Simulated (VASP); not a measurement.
# P (R-3m) in VASP: further runs

Runs on P. Level: HSE06. Tasks: relaxation of cell and atoms, vibrations by finite differences.

Everything below comes from runs of VASP 6.6.1. Logs are shortened: lines on timing, memory, paths and dates and some standing lists are left out, and cuts for length are marked.

**1. The crystal as given**

The structure is trigonal, space group R-3m (No. 166). Conventional cell: a = 3.451 Å, b = 3.451 Å, c = 9.389 Å, α = 90.00°, β = 90.00°, γ = 120.00°. P (site symmetry 3m) is surrounded by 3 P at 2.29 Å.

This isn't the form of P at room conditions, which is orthorhombic.

**2. Relaxation of cell and atoms, HSE06, target pressure 7.4 GPa, at which the enthalpy is minimised**

Input file POSCAR:

```
P
1.0
    1.7257251800      0.9963479000      3.1296800100
   -1.7257251800      0.9963479000      3.1296800100
    0.0000000000     -1.9926957900      3.1296800100
P
2
Direct
    0.2270802500      0.2270802500      0.2270802500
    0.7729197500      0.7729197500      0.7729197500
```

Input file INCAR.step1:

```
ALGO = Normal
EDIFF = 1E-5
ENCUT = 520
GGA = PE
ISMEAR = 0
KPAR = 4
LASPH = T
LCHARG = F
LREAL = F
LWAVE = T
NELM = 80
PREC = Accurate
PSTRESS = 74.0
SIGMA = 0.02
```

Input file INCAR.step2:

```
ALGO = Normal
EDIFF = 1E-7
EDIFFG = -0.01
ENCUT = 520
GGA = PE
HFSCREEN = 0.2
IBRION = 2
ISIF = 3
ISMEAR = 0
ISTART = 1
KPAR = 4
LASPH = T
LCHARG = F
LHFCALC = T
LREAL = F
LWAVE = F
NELM = 80
NSW = 80
PREC = Accurate
PRECFOCK = Fast
PSTRESS = 74.0
SIGMA = 0.02
```

Input file KPOINTS:

```
k-points
0
Gamma
  6 6 6
```

Potentials or basis: VASP PAW PBE potentials, release 64 (P).

The run is started by

```
$ cat potpaw_PBE.64/P/POTCAR > POTCAR
$ cp INCAR.step1 INCAR
$ mpirun -np 4 vasp_std > vasp.out
$ cp INCAR.step2 INCAR
$ mpirun -np 4 vasp_std > vasp.out
```

OUTCAR:

```text
EDIFF = 1E-7
   EDIFFG = -0.01
   ENCUT = 520
   GGA = PE
   HFSCREEN = 0.2
   IBRION = 2
   ISIF = 3
   ISMEAR = 0
   ISTART = 1
   LASPH = T
   LHFCALC = T
   LREAL = F
   NELM = 80
   NSW = 80
   PREC = Accurate
   PRECFOCK = Fast
   PSTRESS = 74.0

 ion  position               nearest neighbor table
   1  0.227  0.227  0.227-   2 2.29   2 2.29   2 2.29   2 2.82   2 2.82   2 2.82
   2  0.773  0.773  0.773-   1 2.29   1 2.29   1 2.29   1 2.82   1 2.82   1 2.82

  LATTYP: Found a trigonal (rhomboedric) cell.
 ALAT       =     3.7102201417
 COS(alpha) =     0.5673129373

  Lattice vectors:

 A1 = (   1.7257251800,   0.9963479000,   3.1296800100)
 A2 = (  -1.7257251800,   0.9963479000,   3.1296800100)
 A3 = (   0.0000000000,  -1.9926957900,   3.1296800100)

Analysis of symmetry for initial positions (statically):
=====================================================================
 Subroutine PRICEL returns:
 Original cell was already a primitive cell.

 Routine SETGRP: Setting up the symmetry group for a
 trigonal (rhombohedral) supercell.

 Subroutine GETGRP returns: Found 12 space group operations
 (whereof 12 operations were pure point group operations)
 out of a pool of 12 trial point group operations.

The static configuration has the point symmetry D_3d.

Analysis of symmetry for dynamics (positions and initial velocities):
=====================================================================
 Subroutine PRICEL returns:
 Original cell was already a primitive cell.

 Routine SETGRP: Setting up the symmetry group for a
 trigonal (rhombohedral) supercell.

 Subroutine GETGRP returns: Found 12 space group operations
 (whereof 12 operations were pure point group operations)
 out of a pool of 12 trial point group operations.

The dynamic configuration has the point symmetry D_3d.

 Subroutine INISYM returns: Found 12 space group operations
 (whereof 12 operations are pure point group operations),
 and found     1 'primitive' translations

----------------------------------------------------------------------------------------

                                     Primitive cell

  volume of cell :      32.2875

  direct lattice vectors                    reciprocal lattice vectors
     1.725725180  0.996347900  3.129680010     0.289733270  0.167277582  0.106507161
    -1.725725180  0.996347900  3.129680010    -0.289733270  0.167277582  0.106507161
     0.000000000 -1.992695790  3.129680010     0.000000000 -0.334555163  0.106507162

  length of vectors
     3.710220142  3.710220142  3.710220139     0.351099605  0.351099605  0.351099605

  position of ions in fractional coordinates (direct lattice)
     0.227080250  0.227080250  0.227080250
     0.772919750  0.772919750  0.772919750

  ion indices of the primitive-cell ions
   primitive index   ion index
                 1           1
                 2           2

----------------------------------------------------------------------------------------

 KPOINTS: k-points

Automatic generation of k-mesh.
 Grid dimensions read from file:
 generate k-points for:    6    6    6

 Generating k-lattice:

  Cartesian coordinates                     Fractional coordinates (reciprocal lattice)
     0.048288878  0.027879597  0.017751194     0.166666667  0.000000000  0.000000000
    -0.048288878  0.027879597  0.017751194     0.000000000  0.166666667  0.000000000
     0.000000000 -0.055759194  0.017751194     0.000000000  0.000000000  0.166666667

  Length of vectors
     0.058516601  0.058516601  0.058516601

  Shift w.r.t. Gamma in fractional coordinates (k-lattice)
     0.000000000  0.000000000  0.000000000

 Subroutine IBZKPT returns following result:
 ===========================================

 Found     32 irreducible k-points:

 Following reciprocal coordinates:
            Coordinates               Weight
  0.000000  0.000000  0.000000      1.000000
  0.166667  0.000000  0.000000      6.000000
  0.333333  0.000000 -0.000000      6.000000
  0.500000  0.000000  0.000000      3.000000
  0.166667  0.166667  0.000000      6.000000
  0.333333  0.166667  0.000000     12.000000
[... 16 lines left out ...]
  0.500000  0.500000  0.166667      6.000000
 -0.333333  0.500000  0.166667     12.000000
 [... further k-points ...]
   k-points           NKPTS =     32   k-points in BZ     NKDIM =    216   number of bands    NBANDS=      9
   number of dos      NEDOS =    301   number of ions     NIONS =      2
   total plane-waves  NPLWV =  21952
   dimension x,y,z NGX =    28 NGY =   28 NGZ =   28
   dimension x,y,z NGXF=    56 NGYF=   56 NGZF=   56
   ions per type =               2
   NGX,Y,Z   is equivalent  to a cutoff of  12.55, 12.55, 12.55 a.u.
   NGXF,Y,Z  is equivalent  to a cutoff of  25.09, 25.09, 25.09 a.u.
 SYSTEM =  unknown system
   PREC   = accura    normal or accurate (medium, high low for compatibility)
   ISTART =      1    job   : 0-new  1-cont  2-samecut
   ICHARG =      0    charge: 1-file 2-atom 10-const
   ISPIN  =      1    spin polarized calculation?
   LNONCOLLINEAR =      F non collinear calculations
   LSORBIT =      F    spin-orbit coupling
   LASPH  =      T    aspherical Exc in radial PAW
   ENCUT  =  520.0 eV  38.22 Ry    6.18 a.u.   6.90  6.90  6.90*2*pi/ulx,y,z
   NELM   =     80;   NELMIN=  2; NELMDL=  0     # of ELM steps
   EDIFF  = 0.1E-06   stopping-criterion for ELM
   LREAL  =      F    real-space projection
   EDIFFG = -.1E-01   stopping-criterion for IOM
   NSW    =     80    number of steps for IOM
   IBRION =      2    ionic relax: 0-MD 1-quasi-New 2-CG
   NFREE  =      1    steps in history (QN), initial steepest desc. (CG)
   ISIF   =      3    stress and relaxation
   ISYM   =      3    0-nonsym 1-usesym 2-fastsym
   POTIM  = 0.5000    time-step for ionic-motion
   TEBEG  =    0.0;   TEEND  =   0.0 temperature during run
   PSTRESS=   74.0 pullay stress
   NELECT =      10.0000    total number of electrons
   NUPDOWN=      -1.0000    fix difference up-down
   EMIN   =  10.00;   EMAX   =-10.00  energy-range for DOS
   EFERMI =   0.00;   METHOD = LEGACY
   ISMEAR =     0;   SIGMA  =   0.02  broadening in eV -4-tet -1-fermi 0-gaus
   EFERMI_NEDOS =   21; number of points for ismear=-14 and -15
   IALGO  =     38    algorithm
   IMIX   =      1    mixing-type and parameters
     AMIX     =   0.40;   BMIX     =  1.00
     AMIX_MAG =   1.60;   BMIX_MAG =  1.00
  volume/ion in A,a.u.               =      16.14       108.94
  Fermi-wavevector in a.u.,A,eV,Ry     =   1.107636  2.093128 16.692396  1.226857
  Thomas-Fermi vector in A             =   2.244152
   LORBIT       =      0    0 simple, 1 ext, 2 COOP (PROOUT), +10 PAW based schemes
   GGA     = PE    functional components
   LHFCALC =     T    Hartree Fock is set to
   PRECFOCK=fast      Normal, Fast or Accurate (Low or Medium for compatibility)
   ENCUT4O =  -1.0   cutoff for four orbital integrals eV
   NKREDX  =     1    reduce k-point grid by
   NKREDY  =     1    reduce k-point grid by
   NKREDZ  =     1    reduce k-point grid by
   AEXX    =    0.2500 exact exchange contribution
   HFSCREEN=    0.2000 screening length (either q_TF or 0.3 A-1)
   HFSCREENC=   0.2000 screening length for correlation (either q_TF or 0.3 A-1)
   ENCUTFOCK=  -1.0 apply spherical cutoff to Coloumb kernel
   IVDW    =     0    specifies the selected vdW correction
   LEPSILON=     F    determine dielectric tensor
   LRPA    =     F    only Hartree local field effects (RPA)
 conjugate gradient relaxation of ions
 non-spin polarized calculation
 Gauss-broadening in eV      SIGMA  =   0.02
  energy-cutoff  :      520.00
  volume of cell :       32.29
 maximum number of plane-waves:       883
  NGX = 16; NGY = 16; NGZ = 16

--------------------------------------- Ionic step        1  -------------------------------------------

 number of electron      10.0000000 magnetization

 Free energy of the ion-electron system (eV)
  ---------------------------------------------------
  ext. energy  EPLUGINS =         0.00000000
  ---------------------------------------------------
  free energy    TOTEN  =       -12.74252372 eV

  energy without entropy =      -12.74237583  energy(sigma->0) =      -12.74244977

 E-fermi :   9.3074     XC(G=0):  -8.8879

 val. band max:        9.2576048194   @ k =   0.5000   0.5000   0.0000
 cond. band min:       9.3137244739   @ k =   0.5000   0.0000   0.0000
 fundamental gap:      0.0561196545
 Fermi energy:         9.3074392198

 k-point     1 :       0.0000    0.0000    0.0000
  band No.  band energies     occupation
      1      -9.6134      2.00000
      2       4.8346      2.00000
      3       5.2226      2.00000
      4       5.5181      2.00000
      5       5.5181      2.00000
      6      10.7414      0.00000
      7      12.1428      0.00000
      8      12.1428      0.00000
      9      15.4334      0.00000
[... 381 lines left out ...]
  FREE ENERGIE OF THE ION-ELECTRON SYSTEM (eV)
  ---------------------------------------------------
  free  energy   TOTEN  =       -12.7122827407 eV

  energy  without entropy=      -12.7120864393  energy(sigma->0) =      -12.71218459

  enthalpy is  TOTEN    =       -11.3330192327 eV   P V=        1.3792635080

[... ionic steps 4 to 9 ...]

--------------------------------------- Ionic step       10  -------------------------------------------

 number of electron       9.9999999 magnetization

------------------------ aborting loop because EDIFF is reached ----------------------------------------

  FORCE on cell =-STRESS in cart. coord.  units (eV):
  Direction    XX          YY          ZZ          XY          YZ          ZX
  --------------------------------------------------------------------------------------
  -------------------------------------------------------------------------------------
  Total        1.2967521      1.2967521      1.2908066      0.0000000      0.0000000      0.0000000
  in kB       72.1602672     72.1602671     71.8294184      0.0000000      0.0000001      0.0000000
  external PRESSURE =      -1.9500158 kB  Pullay stress =      74.0000000 kB
[... 61 lines left out ...]
  enthalpy is  TOTEN    =       -11.3534635577 eV   P V=        1.3259286092

--------------------------------------- Ionic step       12  -------------------------------------------

 number of electron       9.9999999 magnetization

 Free energy of the ion-electron system (eV)
  ---------------------------------------------------
  ext. energy  EPLUGINS =         0.00000000
  ---------------------------------------------------
  free energy    TOTEN  =       -12.68183036 eV

  energy without entropy =      -12.68166436  energy(sigma->0) =      -12.68174736

 E-fermi :  10.7920     XC(G=0):  -9.2927

 val. band max:       10.7340414693   @ k =   0.1667   0.1667   0.1667
 cond. band min:      10.8004481355   @ k =   0.3333   0.3333   0.3333
 fundamental gap:      0.0664066663
 Fermi energy:        10.7919571435

 k-point     1 :       0.0000    0.0000    0.0000
  band No.  band energies     occupation
      1      -9.1157      2.00000
      2       6.7786      2.00000
      3       6.9548      2.00000
      4       6.9549      2.00000
      5       7.8625      2.00000
      6      12.7783      0.00000
      7      14.0511      0.00000
      8      14.0517      0.00000
      9      16.7893      0.00000
[... 305 lines left out ...]
  FREE ENERGIE OF THE ION-ELECTRON SYSTEM (eV)
  ---------------------------------------------------
  free  energy   TOTEN  =       -12.6818303590 eV

  energy  without entropy=      -12.6816643649  energy(sigma->0) =      -12.68174736

  enthalpy is  TOTEN    =       -11.3535622789 eV   P V=        1.3282680800

 reached required accuracy - stopping structural energy minimisation
```

Run time: 13 min. Hardware: 4 MPI ranks of Intel Xeon Platinum 8488C (Sapphire Rapids), shared host; peak memory 0.24 GiB.

What came out:

| Item | Value |
| --- | --- |
| Free energy | -12.6818 eV |
| Relaxed volume | 14.38 Å³/atom |
| Relaxed cell | a = 3.517 Å, b = 3.517 Å, c = 3.517 Å, α = 57.18°, β = 57.18°, γ = 57.18° |
| Space group after relaxing (to 0.05 Å) | R-3m (No. 166) |
| Energy change on relaxing (the enthalpy is what falls) | +30.3 meV/atom |
| Ionic steps | 12 |
| Pressure after relaxing | 7.4 GPa |
| Largest force after relaxing | 0.004 eV/Å |
| Band gap on the k mesh | none (metal or under the smearing width) |

Forces on the atoms (eV/Å):
```
P    0.000  0.000 -0.004
P    0.000  0.000  0.004
```

The path:
| step | energy change (eV) | largest force (eV/Å) | pressure (GPa) | volume (Å³) |
| --- | --- | --- | --- | --- |
| 1 | 0.0000 | 0.3627 | -2.71 | 32.29 |
| 2 | 0.1977 | 1.1442 | 17.34 | 27.76 |
| 3 | 0.0302 | 0.3710 | 7.14 | 29.86 |
| 4 | 0.0275 | 0.3492 | 6.85 | 29.92 |
| 5 | 0.0351 | 0.1153 | 7.17 | 29.52 |
| 6 | 0.0467 | 0.0223 | 7.72 | 29.20 |
| 7 | 0.0520 | 0.0866 | 7.49 | 29.04 |
| 8 | 0.0637 | 0.0581 | 7.75 | 28.73 |
| 9 | 0.0584 | 0.0221 | 7.03 | 28.81 |
| 10 | 0.0592 | 0.0307 | 7.20 | 28.79 |
| 11 | 0.0631 | 0.0358 | 7.76 | 28.71 |
| 12 | 0.0607 | 0.0044 | 7.43 | 28.76 |

Final structure:
```
P
1.0
     1.68291    0.97163    2.93125
    -1.68291    0.97163    2.93125
     0.00000   -1.94325    2.93125
P
2
Direct
  0.23082 0.23082 0.23082
  0.76918 0.76918 0.76918
```

Caveat: the k mesh is coarse (spacing up to 0.37 Å⁻¹), so the values aren't converged, least of all with exact exchange; the cell is relaxed towards a set pressure, so the enthalpy falls and the energy may rise; the PAW data sets were made with another functional, which shifts forces and pressure a little.

**3. Relaxation of cell and atoms, HSE06, target pressure 7.4 GPa, at which the enthalpy is minimised**

This run uses another cell than the first one, of 14.38 Å³/atom, 0.891 times its volume.

Input file POSCAR:

```
P                                       
1.0
    1.6829074353      0.9716270637      2.9312544385
   -1.6829074353      0.9716270637      2.9312544385
   -0.0000000000     -1.9432541166      2.9312544382
  P             
     2
Direct
     0.2308205494835041    0.2308205494835041    0.2308205494843982
     0.7691794505164961    0.7691794505164961    0.7691794505156018
```

INCAR.step1 is that of step 2.

INCAR.step2 is that of step 2.

KPOINTS is that of step 2.

Potentials or basis: VASP PAW PBE potentials, release 64 (P).

The run is started by

```
$ cat potpaw_PBE.64/P/POTCAR > POTCAR
$ cp INCAR.step1 INCAR
$ mpirun -np 4 vasp_std > vasp.out
$ cp INCAR.step2 INCAR
$ mpirun -np 4 vasp_std > vasp.out
```

Wall time 85 s (4 MPI ranks of Intel Xeon Platinum 8488C (Sapphire Rapids), shared host); peak memory 0.23 GiB.

Results (log left out):

| Quantity | Value |
| --- | --- |
| Free energy | -12.6810 eV |
| Pressure after relaxing | 7.4 GPa |
| Largest force after relaxing | 0.004 eV/Å |
| Band gap on the k mesh | none (metal or under the smearing width) |

Forces in eV/Å, atoms in the order of the input:
```
P    0.000  0.000 -0.004
P    0.000  0.000  0.004
```

Final structure:
```
CELL_PARAMETERS angstrom
1.68291 0.97163 2.93125
-1.68291 0.97163 2.93125
0.00000 -1.94325 2.93125
ATOMIC_POSITIONS crystal
P 0.23082 0.23082 0.23082
P 0.76918 0.76918 0.76918
```

Levels at points of the mesh, in eV from the Fermi level:
```tsv
k point	band 1	band 2	band 3	band 4	band 5	band 6	band 7	band 8	band 9
(0.00, 0.00, 0.00)	-19.91	-4.01	-3.84	-3.84	-2.93	1.99	3.26	3.26	6.00
(0.50, 0.00, 0.00)	-15.63	-14.60	-4.69	-4.12	-1.50	-0.18	0.26	0.64	10.38
(0.50, 0.50, 0.00)	-15.20	-11.98	-8.61	-7.14	-7.09	-0.38	7.92	8.91	9.55
(0.50, 0.50, 0.50)	-16.97	-13.74	-3.74	-3.74	-0.84	-0.84	0.63	2.38	10.30
```

Caveat: the k mesh is coarse (spacing up to 0.38 Å⁻¹), so the values aren't converged, least of all with exact exchange; the relaxation stopped at its first step, so nothing moved; the cell is relaxed towards a set pressure, so the enthalpy falls and the energy may rise; the PAW data sets were made with another functional, which shifts forces and pressure a little.

**4. Vibrations by finite differences, HSE06**

This run uses another cell than the first one, of 14.38 Å³/atom, 0.891 times its volume.

Input file POSCAR:

```
P                                       
1.0
    1.6829074353      0.9716270637      2.9312544385
   -1.6829074353      0.9716270637      2.9312544385
    0.0000000000     -1.9432541166      2.9312544382
  P             
     2
Direct
     0.2308205494835036    0.2308205494835036    0.2308205494843989
     0.7691794505164964    0.7691794505164964    0.7691794505156011
```

Input file INCAR.step1:

```
ALGO = Normal
EDIFF = 1E-5
ENCUT = 520
GGA = PE
IBRION = 6
ISIF = 2
ISMEAR = 0
KPAR = 4
LASPH = T
LCHARG = F
LREAL = F
LWAVE = T
NBANDS = 12
NELM = 80
NFREE = 2
NSW = 1
POTIM = 0.015
PREC = Accurate
SIGMA = 0.02
```

Input file INCAR.step2:

```
ALGO = Normal
EDIFF = 1E-8
ENCUT = 520
GGA = PE
HFSCREEN = 0.2
IBRION = 6
ISIF = 2
ISMEAR = 0
ISTART = 1
KPAR = 4
LASPH = T
LCHARG = F
LHFCALC = T
LREAL = F
LWAVE = F
NBANDS = 12
NELM = 80
NFREE = 2
NSW = 1
POTIM = 0.015
PREC = Accurate
PRECFOCK = Fast
SIGMA = 0.02
```

KPOINTS is that of step 3.

The run is started by

```
$ cat potpaw_PBE.64/P/POTCAR > POTCAR
$ cp INCAR.step1 INCAR
$ mpirun -np 4 vasp_std > vasp.out
$ cp INCAR.step2 INCAR
$ mpirun -np 4 vasp_std > vasp.out
```

Run time: 21 min. Hardware: 4 MPI ranks of Intel Xeon Platinum 8488C (Sapphire Rapids), shared host; peak memory 0.28 GiB.

Results (log left out):

```
Highest phonon frequency at Γ : 459 cm⁻¹
```

Phonon frequencies in cm⁻¹ (negative: imaginary):
| q point | frequencies |
| --- | --- |
| (0.000, 0.000, 0.000) | 0 0 0 199 199 459 |

Caveat: the k mesh is coarse (spacing up to 0.38 Å⁻¹), so the values aren't converged, least of all with exact exchange; the PAW data sets were made with another functional, which shifts forces and pressure a little.
